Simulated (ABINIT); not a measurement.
A run of ABINIT 10.8.3 (patched build) is set up as follows.

Contents of run.abi:

```
# Pseudopotentials
pp_dirpath "./"
pseudos "05_B_3_1.5_1.7_pbe_n_v1.0.psp8"

# Structure
acell 2.34611 2.34611 1.58579 Angstrom
rprim
     1.0000000000     0.0000000000     0.0000000000
     0.0000000000     1.0000000000     0.0000000000
     0.0000000000     0.0000000000     1.0000000000
ntypat 1
znucl 5
natom 1
typat 1
xred
     0.5000000000     0.5000000000     0.5000000000

# Plane-wave basis
ecut 30.0

# k points
kptopt 1
ngkpt 11 11 16
nshiftk 1
shiftk 0.0 0.0 0.0

# Exchange and correlation
ixc 11

# Bands and occupations
nband 6
occopt 3
tsmear 0.05 eV

# SCF cycle
nstep 100
tolvrs 1.0e-10

# Output
iomode 3
prtwf 0
prtden 0
prteig 0
prtebands 0
enunit 1
```

Potentials or basis: SPMS NC PBE v1.0.

The run is started by

```sh
$ abinit run.abi > log 2>&1
```

Q: What does it give for the pressure?

A: -1.0 GPa.

Q: Estimate the band gap on the k mesh.

A: None (metal or under the smearing width).

Stress tensor (GPa, compression positive):
```
-1.34  0.00  0.00
 0.00 -1.34  0.00
 0.00  0.00 -0.27
```
